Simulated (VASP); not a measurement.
# Shielding tensors and field gradients of BN

Wanted: the shieldings and field gradients at the nuclei of BN. The cell is of the wurtzite type, one of the forms listed for this formula, which need not be the common one. The start is a cell from a database of measured crystal structures.

Program: VASP 6.6.1. Level of theory: PBE; plane waves and PAW (N, B), in the first sound run; inputs show where later runs differ. Results are calculated unless marked as measured.

The database entry behind the starting cell has ideal inner coordinates that were not refined, so it need not match the best structure at ambient conditions.

## (1) The structure

The structure is hexagonal, space group P6_3mc (No. 186). Conventional cell: a = 2.536 Å, b = 2.536 Å, c = 4.199 Å, α = 90.00°, β = 90.00°, γ = 120.00°. Nearest to N lie 4 B at 1.56 to 1.57 Å. Nearest to B lie 4 N at 1.56 to 1.57 Å. Farther neighbours and most contacts between anions are not listed.

As a file:

```
N B
1.0
     2.53600    0.00000    0.00000
    -1.26800    2.19624    0.00000
     0.00000    0.00000    4.19900
N B
2 2
Direct
  0.33333 0.66667 0.87500
  0.66667 0.33333 0.37500
  0.33333 0.66667 0.50000
  0.66667 0.33333 0.00000
```

## (2) Ground state

The next steps need an insulator, so the gap is checked first.

Contents of INCAR:

```
SYSTEM = BN
PREC = Accurate
ENCUT = 520
EDIFF = 1E-07
NELM = 100
ISMEAR = 0
SIGMA = 0.01
LREAL = .FALSE.
ALGO = Normal
GGA = PE
NBANDS = 14
LORBIT = 11
LWAVE = .FALSE.
LCHARG = .FALSE.
KPAR = 2
```

Contents of POSCAR:

```
BN
1.0
    2.5360000000      0.0000000000      0.0000000000
   -1.2680000000      2.1962404240      0.0000000000
    0.0000000000      0.0000000000      4.1990000000
N B
2 2
Direct
    0.3333333333      0.6666666667      0.8750000000
    0.6666666667      0.3333333333      0.3750000000
    0.3333333333      0.6666666667      0.5000000000
    0.6666666667      0.3333333333      0.0000000000
```

Contents of KPOINTS:

```
Automatic mesh
0
Gamma
8 8 5
0 0 0
```

The projector-augmented-wave data sets are N and B (PBE family, release 64).

Command:

```console
> mpirun -np 2 vasp_std
```

What it wrote:

```text
[banner, memory and clock lines left out]
running    2 mpi-ranks, on    1 nodes
 distrk:  each k-point on    1 cores,    2 groups
 distr:  one band on    1 cores,    1 groups

 POSCAR found type information on POSCAR N B
 POSCAR found :  2 types and       4 ions
 LDA part: xc-table for (Slater+PW92), standard interpolation
 POSCAR, INCAR and KPOINTS ok, starting setup
 FFT: planning ... GRIDC
 FFT: planning ... GRID_SOFT
 FFT: planning ... GRID
 WAVECAR not read
 entering main loop
       N       E                     dE             d eps       ncg     rms          rms(c)
DAV:   1     0.421708407704E+02    0.42171E+02   -0.84782E+03   848   0.111E+03
DAV:   2    -0.343181507285E+02   -0.76489E+02   -0.71944E+02  1146   0.249E+02
DAV:   3    -0.367856641483E+02   -0.24675E+01   -0.24601E+01  1158   0.429E+01
DAV:   4    -0.367961746499E+02   -0.10511E-01   -0.10509E-01   900   0.303E+00
DAV:   5    -0.367962580096E+02   -0.83360E-04   -0.83358E-04  1098   0.240E-01    0.958E+00
DAV:   6    -0.349955750002E+02    0.18007E+01   -0.35744E+00  1062   0.156E+01    0.459E+00
DAV:   7    -0.348486696629E+02    0.14691E+00   -0.28627E-01  1002   0.463E+00    0.276E+00
DAV:   8    -0.348194480249E+02    0.29222E-01   -0.63871E-02   912   0.219E+00    0.244E-01
DAV:   9    -0.348183936661E+02    0.10544E-02   -0.22983E-03  1098   0.510E-01    0.131E-01
DAV:  10    -0.348186461685E+02   -0.25250E-03   -0.40878E-04  1008   0.178E-01    0.261E-02
DAV:  11    -0.348186521088E+02   -0.59403E-05   -0.50712E-05  1086   0.625E-02    0.142E-02
DAV:  12    -0.348186532498E+02   -0.11410E-05   -0.70939E-06  1038   0.260E-02    0.201E-03
DAV:  13    -0.348186533693E+02   -0.11956E-06   -0.19982E-07   906   0.489E-03    0.874E-04
DAV:  14    -0.348186533804E+02   -0.11090E-07   -0.12309E-08   528   0.132E-03
   1 F= -.34818653E+02 E0= -.34818653E+02  d E =-.117565E-18
```

It took 4.6 s on 2 MPI ranks of AMD EPYC 7R43, shared host; peak memory 0.19 GiB; 7.3 s of CPU time.

The logs omit lines about the potential files and the build; timing stands in the text.

OUTCAR, selected parts (step 2):

```text
ion  position               nearest neighbor table
   1  0.333  0.667  0.875-   4 1.56   4 1.56   4 1.56   3 1.57
   2  0.667  0.333  0.375-   3 1.56   3 1.56   3 1.56   4 1.57
   3  0.333  0.667  0.500-   2 1.56   2 1.56   2 1.56   1 1.57
   4  0.667  0.333  0.000-   1 1.56   1 1.56   1 1.56   2 1.57

  LATTYP: Found a hexagonal cell.
 ALAT       =     2.5360000000
 C/A-ratio  =     1.6557570978

 Subroutine GETGRP returns: Found 12 space group operations
 (whereof  6 operations were pure point group operations)

The static configuration has the point symmetry C_3v.
 The point group associated with its full space group is C_6v.

 Found     30 irreducible k-points:

   k-points           NKPTS =     30   k-points in BZ     NKDIM =     30   number of bands    NBANDS=     14

   dimension x,y,z NGX =    20 NGY =   20 NGZ =   32
   dimension x,y,z NGXF=    40 NGYF=   40 NGZF=   64

   ENCUT  =  520.0 eV  38.22 Ry    6.18 a.u.   4.72  4.72  7.81*2*pi/ulx,y,z

   NELECT =      16.0000    total number of electrons

 k-points in reciprocal lattice and weights: Automatic mesh
   0.00000000  0.00000000  0.00000000       0.003
   0.12500000  0.00000000  0.00000000       0.019
   0.25000000  0.00000000  0.00000000       0.019
   0.37500000  0.00000000  0.00000000       0.019
   0.50000000  0.00000000  0.00000000       0.009
   0.12500000  0.12500000  0.00000000       0.019
   0.25000000  0.12500000  0.00000000       0.038
   0.37500000  0.12500000  0.00000000       0.038
   0.25000000  0.25000000  0.00000000       0.019
[...]
0.25000000  0.25000000  0.40000000       0.038
   0.37500000  0.25000000  0.40000000       0.038

 average (electrostatic) potential at core
       1 -60.2686       2 -60.2686       3 -24.3387       4 -24.3387

 E-fermi :   7.7385

 k-point     1 :       0.0000    0.0000    0.0000
  band No.  band energies     occupation
    ...
      4       5.5467      2.00000
      5       5.5467      2.00000
      6       7.4310      2.00000
      7       7.6808      2.00000
      8       7.6808      2.00000
      9      16.1215      0.00000
     10      16.1215      0.00000
     11      16.3033      0.00000
     12      17.3704      0.00000
     13      18.6477      0.00000
    ...

 k-point     2 :       0.1250    0.0000    0.0000
  band No.  band energies     occupation
    ...
      4       4.0883      2.00000
      5       4.9516      2.00000
      6       6.4662      2.00000
      7       7.0921      2.00000
      8       7.3278      2.00000
      9      15.6797      0.00000
     10      16.7536      0.00000
     11      16.7704      0.00000
     12      18.3553      0.00000
     13      19.3696      0.00000
    ...

 k-point     3 :       0.2500    0.0000    0.0000
  band No.  band energies     occupation
    ...
      4       1.1842      2.00000
      5       3.8368      2.00000
      6       3.8997      2.00000
      7       6.0715      2.00000
      8       6.5178      2.00000
      9      15.0525      0.00000
     10      17.0988      0.00000
     11      17.8757      0.00000
     12      18.7877      0.00000
     13      20.1697      0.00000
    ...

  Total        1.2702707      1.2702707      1.0838521      0.0000000      0.0000000     -0.0000000
  in kB       87.0225574     87.0225574     74.2515658      0.0000000      0.0000000     -0.0000000
  external PRESSURE =      82.7655602 kB  Pullay stress =       0.0000000 kB

  energy-cutoff  :      520.00
  volume of cell :       23.39
      direct lattice vectors                 reciprocal lattice vectors
     2.536000000  0.000000000  0.000000000     0.394321767  0.227661778  0.000000000
    -1.268000000  2.196240424  0.000000000     0.000000000  0.455323556  0.000000000
     0.000000000  0.000000000  4.199000000     0.000000000  0.000000000  0.238151941

 POSITION                                       TOTAL-FORCE (eV/Angst)
 -----------------------------------------------------------------------------------
     -0.00000      1.46416      3.67413         0.000000     -0.000000     -0.058709
      1.26800      0.73208      1.57462        -0.000000      0.000000     -0.058709
     -0.00000      1.46416      2.09950         0.000000     -0.000000      0.058709
      1.26800      0.73208      0.00000        -0.000000     -0.000000      0.058709
 -----------------------------------------------------------------------------------
    total drift:                               -0.000000      0.000000     -0.000059

  FREE ENERGIE OF THE ION-ELECTRON SYSTEM (eV)
  ---------------------------------------------------
  free  energy   TOTEN  =       -34.8186533804 eV

  energy  without entropy=      -34.8186533804  energy(sigma->0) =      -34.81865338

 total charge
# of ion       s       p       d       tot
------------------------------------------
    1        1.216   2.773   0.000   3.990
    2        1.216   2.773   0.000   3.990
    3        0.681   1.373   0.000   2.053
    4        0.681   1.373   0.000   2.053
--------------------------------------------------
tot          3.794   8.291   0.000  12.086

[... 3 further parts left out ...]
```

The gap is read on the k-mesh alone, so it is an upper bound where the band edges lie off the mesh.

A gap read on the k-mesh alone can miss the band edges.

This step gave:

```
free energy (TOTEN)            : -34.82 eV
Fermi energy                   : 7.739 eV
pressure                       : 8.277 GPa
gap on the k-mesh              : 5.521 eV
least direct gap on the k-mesh : 8.352 eV
```

The cell has a gap of 5.52 eV on this mesh and a pressure of +8.3 GPa, which holds the misfit of the given cell and coordinates with this functional, and any error of cutoff, mesh and data sets. Forces of up to 0.059 eV/Å remain in these settings.

(Continued in part 2 of 4.)

[Lines on the potential files, build, host, timing and source positions are cut from VASP's logs without a mark.]

[Logs are printed without paths, hosts, clocks, repeated set-up lines and the standing remarks that a program may print on its own settings, such as how far it seeks lower states.]

[Hosts, paths, dates, database ids (printed as entryN), source tags and the programs' standing remarks are cut or masked in the printed files.]
